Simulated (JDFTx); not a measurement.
# CdTe (F-43m) in JDFTx: further runs

One crystal, CdTe, is run at these levels: PBEsol; tasks: equation of state.

Program: JDFTx 1.7.0 (patched build). These are calculated values, not measurements. Logs are shortened: lines on timing, memory, paths and dates and some standing lists are left out, and cuts for length are marked. The log counts tension as positive stress, the text compression.

**Measured values to compare with.**

From “Multiscale insight into the Cd1-xZnxTe vibrational-mechanical properties -- High-pressure experiments and ab initio calculations”, 2023, arxiv:2306.14539, for a powder of CdTe: bulk modulus 42 ± 2 GPa.

How close the calculation comes is told below.

### Step 1. Starting point

The structure is cubic, space group F-43m (No. 216). Conventional cell: a = 6.410 Å, b = 6.410 Å, c = 6.410 Å, α = 90.00°, β = 90.00°, γ = 90.00°. Te (site symmetry -43m) has 4 Cd at 2.78 Å as nearest neighbours. Cd (site symmetry -43m) has 4 Te at 2.78 Å as nearest neighbours.

### Step 2. Equation of state, PBEsol, 30.95 Å³/atom (volume scaled by 0.94)

The input, CdTe.in:

```
include CdTe.lattice
coords-type Lattice
include CdTe.ionpos

ion-species pseudo/Te.upf
ion-species pseudo/Cd.upf
elec-cutoff 51 408
elec-ex-corr gga-PBEsol
kpoint-folding 7 7 7
elec-smearing Fermi 0.0018374661
elec-n-bands 25
electronic-SCF nIterations 100 energyDiffThreshold 1e-09
electronic-minimize nIterations 30 energyDiffThreshold 1e-7
forces-output-coords Cartesian

dump-name run.$VAR
dump End Ecomponents EigStats BandEigs Kpoints Forces Stress
```

The input, CdTe.lattice:

```
lattice \
    0.0000000000     5.9329340223     5.9329340223 \
    5.9329340223     0.0000000000     5.9329340223 \
    5.9329340223     5.9329340223     0.0000000000
```

The input, CdTe.ionpos:

```
ion Te     0.7500000000     0.7500000000     0.7500000000 1
ion Cd     0.0000000000     0.0000000000     0.0000000000 1
```

Potentials or basis: PseudoDojo-SR-PBEsol-0.4.1-standard with smoothed tails.

On the command line:

```console
$ jdftx -c 1 -i CdTe.in -o CdTe.out
```

What it wrote:

```text
*************** JDFTx 1.7.0 (patched build) ***************

Input parsed successfully to the following command list (including defaults):
[... the input with its defaults ...]

---------- Setting up symmetries ----------

Found 48 point-group symmetries of the bravais lattice
Found 24 space-group symmetries with basis
Applied RMS atom displacement 0 bohrs to make symmetries exact.

---------- Initializing the Grid ----------
R =
[            0      5.93293      5.93293  ]
[      5.93293            0      5.93293  ]
[      5.93293      5.93293            0  ]
unit cell volume = 417.675
G =
[  -0.529518   0.529518   0.529518  ]
[   0.529518  -0.529518   0.529518  ]
[   0.529518   0.529518  -0.529518  ]
Minimum fftbox size, Smin = [  80  80  80  ]
Chosen fftbox size, S = [  80  80  80  ]

---------- Initializing tighter grid for wavefunction operations ----------
R =
[            0      5.93293      5.93293  ]
[      5.93293            0      5.93293  ]
[      5.93293      5.93293            0  ]
unit cell volume = 417.675
G =
[  -0.529518   0.529518   0.529518  ]
[   0.529518  -0.529518   0.529518  ]
[   0.529518   0.529518  -0.529518  ]
Minimum fftbox size, Smin = [  56  56  56  ]
Chosen fftbox size, S = [  56  56  56  ]

---------- Exchange Correlation functional ----------
Initalized PBEsol GGA exchange.
Initalized PBEsol GGA correlation.

---------- Setting up pseudopotentials ----------
Width of ionic core gaussian charges (only for fluid interactions / plotting) set to 0

Reading pseudopotential file 'pseudo/Te.upf':
  'Te' pseudopotential, 'PBESOL' functional
  Generated using ONCVPSP code by D. R. Hamann
  16 valence electrons, 3 orbitals, 6 projectors, 1001 radial grid points, with lMax = 2
    4D    l: 2   occupation: 10.0   eigenvalue: -1.528329
    5S    l: 0   occupation:  2.0   eigenvalue: -0.556831
    5P    l: 1   occupation:  4.0   eigenvalue: -0.219319
  Core radius for overlap checks: 2.04 bohrs.

Reading pseudopotential file 'pseudo/Cd.upf':
  'Cd' pseudopotential, 'PBESOL' functional
  Generated using ONCVPSP code by D. R. Hamann
  20 valence electrons, 4 orbitals, 6 projectors, 1001 radial grid points, with lMax = 2
    4S    l: 0   occupation:  2.0   eigenvalue: -3.888393
    4P    l: 1   occupation:  6.0   eigenvalue: -2.458287
    4D    l: 2   occupation: 10.0   eigenvalue: -0.431057
    5S    l: 0   occupation:  2.0   eigenvalue: -0.209481
  Core radius for overlap checks: 1.32 bohrs.

Initialized 2 species with 2 total atoms.

Folded 1 k-points by 7x7x7 to 343 k-points.

---------- Setting up k-points, bands, fillings ----------
Adding inversion symmetry to k-mesh for non-inversion-symmetric unit cell.
Reduced to 20 k-points under symmetry.
Computing the number of bands and number of electrons
Calculating initial fillings.
nElectrons:  36.000000   nBands: 25   nStates: 20

----- Setting up reduced wavefunction bases (one per k-point) -----
average nbasis = 7267.362 , ideal nbasis = 7265.873

---------- Setting up ewald sum ----------
Optimum gaussian width for ewald sums = 2.694636 bohr.
Real space sum over 1331 unit cells with max indices [  5  5  5  ]
Reciprocal space sum over 2197 terms with max indices [  6  6  6  ]

---------- Allocating electronic variables ----------
Initializing wave functions:  linear combination of atomic orbitals
Note: number of bands (25) exceeds available atomic orbitals (19)
Te pseudo-atom occupations:   s ( 2 )  p ( 4 )  d ( 10 )
Cd pseudo-atom occupations:   s ( 2 2 )  p ( 6 )  d ( 10 )
	FillingsUpdate:  mu: +0.371136171  nElectrons: 36.000000
LCAOMinimize: Iter:   0  F: -261.2291534195440477  |grad|_K:  1.808e-03  alpha:  1.000e+00
	FillingsUpdate:  mu: +0.362389295  nElectrons: 36.000000
LCAOMinimize: Iter:   1  F: -261.2424501161769967  |grad|_K:  5.448e-05  alpha:  6.481e-01  linmin:  1.199e-02  cgtest: -1.145e-01
	FillingsUpdate:  mu: +0.362120279  nElectrons: 36.000000
LCAOMinimize: Iter:   2  F: -261.2424656582714420  |grad|_K:  8.485e-06  alpha:  8.455e-01  linmin:  5.093e-03  cgtest:  9.350e-02
	FillingsUpdate:  mu: +0.362169630  nElectrons: 36.000000
LCAOMinimize: Iter:   3  F: -261.2424659655495134  |grad|_K:  1.119e-06  alpha:  6.843e-01  linmin: -5.104e-05  cgtest:  1.866e-02
	FillingsUpdate:  mu: +0.362174548  nElectrons: 36.000000
LCAOMinimize: Iter:   4  F: -261.2424659720458635  |grad|_K:  6.758e-08  alpha:  8.306e-01  linmin:  7.281e-04  cgtest: -6.682e-03
LCAOMinimize: Converged (|Delta F|<1.000000e-06 for 2 iters).

-------- Electronic minimization -----------
Will mix electronic density at each iteration.
	FillingsUpdate:  mu: +0.362174548  nElectrons: 36.000000
	FillingsUpdate:  mu: +0.355285670  nElectrons: 36.000000
SCF: Cycle:  0   F: -261.315371682217062   dF: -7.291e-02   |Residual|: 8.596e-02   |deigs|: 1.354e-01
	FillingsUpdate:  mu: +0.349631758  nElectrons: 36.000000
SCF: Cycle:  1   F: -261.326829646460453   dF: -1.146e-02   |Residual|: 3.859e-02   |deigs|: 2.020e-02
	FillingsUpdate:  mu: +0.346284986  nElectrons: 36.000000
SCF: Cycle:  2   F: -261.328643017942227   dF: -1.813e-03   |Residual|: 6.445e-03   |deigs|: 1.096e-02
	FillingsUpdate:  mu: +0.346587581  nElectrons: 36.000000
SCF: Cycle:  3   F: -261.328656298562635   dF: -1.328e-05   |Residual|: 2.711e-03   |deigs|: 6.824e-04
	FillingsUpdate:  mu: +0.346955108  nElectrons: 36.000000
SCF: Cycle:  4   F: -261.328661007705932   dF: -4.709e-06   |Residual|: 7.238e-04   |deigs|: 7.299e-04
	FillingsUpdate:  mu: +0.346975424  nElectrons: 36.000000
SCF: Cycle:  5   F: -261.328661795815833   dF: -7.881e-07   |Residual|: 3.231e-04   |deigs|: 1.599e-04
	FillingsUpdate:  mu: +0.347041208  nElectrons: 36.000000
SCF: Cycle:  6   F: -261.328662153920902   dF: -3.581e-07   |Residual|: 1.181e-04   |deigs|: 1.023e-04
	FillingsUpdate:  mu: +0.347039832  nElectrons: 36.000000
SCF: Cycle:  7   F: -261.328662262950445   dF: -1.090e-07   |Residual|: 6.946e-05   |deigs|: 3.142e-05
	FillingsUpdate:  mu: +0.347045891  nElectrons: 36.000000
SCF: Cycle:  8   F: -261.328662295500806   dF: -3.255e-08   |Residual|: 1.281e-05   |deigs|: 3.797e-05
	FillingsUpdate:  mu: +0.347044393  nElectrons: 36.000000
SCF: Cycle:  9   F: -261.328662306660306   dF: -1.116e-08   |Residual|: 1.631e-05   |deigs|: 1.827e-05
	FillingsUpdate:  mu: +0.347044454  nElectrons: 36.000000
SCF: Cycle: 10   F: -261.328662311404685   dF: -4.744e-09   |Residual|: 4.900e-06   |deigs|: 2.549e-05
	FillingsUpdate:  mu: +0.347044182  nElectrons: 36.000000
SCF: Cycle: 11   F: -261.328662313268012   dF: -1.863e-09   |Residual|: 2.663e-06   |deigs|: 1.070e-05
	FillingsUpdate:  mu: +0.347044111  nElectrons: 36.000000
SCF: Cycle: 12   F: -261.328662314080816   dF: -8.128e-10   |Residual|: 1.653e-06   |deigs|: 8.851e-06
	FillingsUpdate:  mu: +0.347044095  nElectrons: 36.000000
SCF: Cycle: 13   F: -261.328662314397945   dF: -3.171e-10   |Residual|: 1.031e-06   |deigs|: 7.787e-06
SCF: Converged (|Delta E|<1.000000e-09 for 2 iters).

Setting wave functions to eigenvectors of Hamiltonian

# Stress tensor in Cartesian coordinates [Eh/a0^3]:
[ -0.000178863            0            0  ]
[            0 -0.000178863            0  ]
[            0            0 -0.000178863  ]

# Ionic positions in lattice coordinates:
ion Te   0.750000000000000   0.750000000000000   0.750000000000000 1
ion Cd   0.000000000000000   0.000000000000000   0.000000000000000 1

# Forces in Cartesian coordinates:
force Te   0.000000000000000  -0.000000000000000   0.000000000000000 1
force Cd   0.000000000000000   0.000000000000000  -0.000000000000000 1

# Energy components:
   Eewald =     -148.3628727457029015
       EH =       91.7228347936796951
     Eloc =     -267.5758646760231727
      Enl =      -25.5043318556306069
      Exc =      -48.4804817738731373
 Exc_core =       18.5830076572361875
       KE =      118.2890463191055801
-------------------------------------
     Etot =     -261.3286622812083237
       TS =        0.0000000331896062
-------------------------------------
        F =     -261.3286623143979455

IonicMinimize: Iter:   0  F: -261.328662314397945  |grad|_K:  1.235e-36
IonicMinimize: Converged (|grad|_K<1.000000e-04).

#--- Lowdin population analysis ---
# oxidation-state Te -0.929
# oxidation-state Cd +1.160

Dumping 'run.eigStats' ...
	eMin: -3.430797 at state 0 ( [ +0.000000 +0.000000 +0.000000 ] spin 0 )
	HOMO: +0.328656 at state 0 ( [ +0.000000 +0.000000 +0.000000 ] spin 0 )
	mu  : +0.347044
	LUMO: +0.363269 at state 0 ( [ +0.000000 +0.000000 +0.000000 ] spin 0 )
	eMax: +0.798547 at state 14 ( [ +0.000000 +0.428571 +0.428571 ] spin 0 )
	HOMO-LUMO gap: +0.034613
	Optical gap  : +0.034613 at state 0 ( [ +0.000000 +0.000000 +0.000000 ] spin 0 )
Done!
[note: the Lowdin charges miss the electrons that lie outside the files' atomic orbitals]
[note: mu as printed may lie anywhere between the filled and the empty levels]
```

Wall time 85 s (1 thread of Intel Xeon 6975P-C (Granite Rapids), shared host); peak memory 0.28 GiB.

What came out:

```yaml
Free_energy: -7111.1152 eV
Pressure: 5.3 GPa
Band_gap_on_the_k_mesh: 0.94 eV, direct
```

Caveat: spin-orbit coupling is left out, which moves the levels of the heavy elements.

### Step 3. Equation of state, PBEsol, 31.60 Å³/atom (volume scaled by 0.96)

Changes to CdTe.in since step 2:

```diff
@@ -16,2 +16,2 @@
 dump-name run.$VAR
-dump End Ecomponents EigStats BandEigs Kpoints Forces Stress
+dump End Ecomponents EigStats BandEigs Kpoints Forces Stress ElecDensity Dtot KEdensity
```

The input, CdTe.lattice:

```
lattice \
    0.0000000000     5.9747166245     5.9747166245 \
    5.9747166245     0.0000000000     5.9747166245 \
    5.9747166245     5.9747166245     0.0000000000
```

CdTe.ionpos is that of step 2.

Potentials or basis: PseudoDojo-SR-PBEsol-0.4.1-standard with smoothed tails.

On the command line:

```console
$ jdftx -c 1 -i CdTe.in -o CdTe.out
```

Run time: 91 s. Hardware: 1 thread of Intel Xeon 6975P-C (Granite Rapids), shared host; peak memory 0.28 GiB.

The run converged. Its results:

* Free energy: -7111.1533 eV
* Pressure: 3.9 GPa
* Band gap on the k mesh: 0.88 eV, direct

Caveat: spin-orbit coupling is left out, which moves the levels of the heavy elements.

### Step 4. Equation of state, PBEsol, 32.26 Å³/atom (volume scaled by 0.98)

CdTe.in is that of step 3.

The input, CdTe.lattice:

```
lattice \
    0.0000000000     6.0159228690     6.0159228690 \
    6.0159228690     0.0000000000     6.0159228690 \
    6.0159228690     6.0159228690     0.0000000000
```

CdTe.ionpos is that of step 3.

On the command line:

```console
$ jdftx -c 1 -i CdTe.in -o CdTe.out
```

Wall time 89 s (1 thread of Intel Xeon 6975P-C (Granite Rapids), shared host); peak memory 0.28 GiB.

Results (log left out):

* Free energy: -7111.1812 eV
* Pressure: 2.8 GPa
* Band gap on the k mesh: 0.82 eV, direct

Caveat: spin-orbit coupling is left out, which moves the levels of the heavy elements.

### Step 5. Equation of state, PBEsol, 32.92 Å³/atom

CdTe.in is that of step 4.

The input, CdTe.lattice:

```
lattice \
    0.0000000000     6.0565722294     6.0565722294 \
    6.0565722294     0.0000000000     6.0565722294 \
    6.0565722294     6.0565722294     0.0000000000
```

CdTe.ionpos is that of step 4.

On the command line:

```console
$ jdftx -c 1 -i CdTe.in -o CdTe.out
```

Run time: 95 s. Hardware: 1 thread of Intel Xeon 6975P-C (Granite Rapids), shared host; peak memory 0.28 GiB.

Results (log left out):

```yaml
Free_energy: -7111.1999 eV
Pressure: 1.7 GPa
Band_gap_on_the_k_mesh: 0.76 eV, direct
```

Caveat: spin-orbit coupling is left out, which moves the levels of the heavy elements.

### Step 6. Equation of state, PBEsol, 33.58 Å³/atom (volume scaled by 1.02)

CdTe.in is that of step 5.

The input, CdTe.lattice:

```
lattice \
    0.0000000000     6.0966831482     6.0966831482 \
    6.0966831482     0.0000000000     6.0966831482 \
    6.0966831482     6.0966831482     0.0000000000
```

CdTe.ionpos is that of step 5.

Potentials or basis: PseudoDojo-SR-PBEsol-0.4.1-standard with smoothed tails.

On the command line:

```console
$ jdftx -c 1 -i CdTe.in -o CdTe.out
```

It took 93 s on 1 thread of Intel Xeon 6975P-C (Granite Rapids), shared host; peak memory 0.28 GiB.

The run converged. Its results:

* Free energy: -7111.2105 eV
* Pressure: 0.8 GPa
* Band gap on the k mesh: 0.70 eV, direct

Caveat: spin-orbit coupling is left out, which moves the levels of the heavy elements.

### Step 7. Equation of state, PBEsol, 34.24 Å³/atom (volume scaled by 1.04)

CdTe.in is that of step 6.

The input, CdTe.lattice:

```
lattice \
    0.0000000000     6.1362731091     6.1362731091 \
    6.1362731091     0.0000000000     6.1362731091 \
    6.1362731091     6.1362731091     0.0000000000
```

CdTe.ionpos is that of step 6.

On the command line:

```console
$ jdftx -c 1 -i CdTe.in -o CdTe.out
```

It took 1.8 min on 1 thread of Intel Xeon 6975P-C (Granite Rapids), shared host; peak memory 0.28 GiB.

The run converged. Its results:

- Free energy: -7111.2137 eV
- Pressure: -0.1 GPa
- Band gap on the k mesh: 0.64 eV, direct

Caveat: spin-orbit coupling is left out, which moves the levels of the heavy elements.

### Step 8. Equation of state, PBEsol, 34.90 Å³/atom (volume scaled by 1.06)

CdTe.in is that of step 7.

The input, CdTe.lattice:

```
lattice \
    0.0000000000     6.1753587051     6.1753587051 \
    6.1753587051     0.0000000000     6.1753587051 \
    6.1753587051     6.1753587051     0.0000000000
```

CdTe.ionpos is that of step 7.

On the command line:

```console
$ jdftx -c 1 -i CdTe.in -o CdTe.out
```

It took 2.3 min on 1 thread of Intel Xeon 6975P-C (Granite Rapids), shared host; peak memory 0.29 GiB.

Results (log left out):

- Free energy: -7111.2105 eV
- Pressure: -0.8 GPa
- Band gap on the k mesh: 0.59 eV, direct

Caveat: spin-orbit coupling is left out, which moves the levels of the heavy elements.

### Step 9. Equation of state, PBEsol

Potentials or basis: PseudoDojo-SR-PBEsol-0.4.1-standard with smoothed tails.

This step only gathers the single runs of the series.

Results:

| Item | Value |
| --- | --- |
| Equilibrium volume | 34.23 Å³/atom |
| Bulk modulus | 41 GPa |
| Pressure derivative of the bulk modulus | 4.8 |

Energy against volume, from the lowest point:
```csv
volume (Å³/atom),energy (meV/atom)
30.947,49.29
31.605,30.23
32.263,16.29
32.922,6.92
33.580,1.64
34.239,0.00
34.897,1.63
```

The run has no spin-orbit coupling, so splittings on Te are missing.

### Step 10. For comparison

An earlier run on the cell as given: functional PBEsol; potentials or basis PseudoDojo-SR-PBEsol-0.4.1-standard with smoothed tails; cutoff 1388 eV; density cutoff 11102 eV; k mesh 7 × 7 × 7; occupations fermi-dirac, width 0.05 eV; no spin polarisation.

* Pressure: 1.7 GPa
* Band gap on the k mesh: 0.76 eV, direct

### Step 11. Against experiment

Step 9. Against the measured bulk modulus of CdTe, 42 GPa (powder; quoted in “Multiscale insight into the Cd1-xZnxTe vibrational-mechanical properties -- High-pressure experiments and ab initio calculations”, 2023, arxiv:2306.14539), the calculated 41 GPa is off by -1.6 %. The fit is for a static lattice scaled at fixed shape and fixed fractional positions.
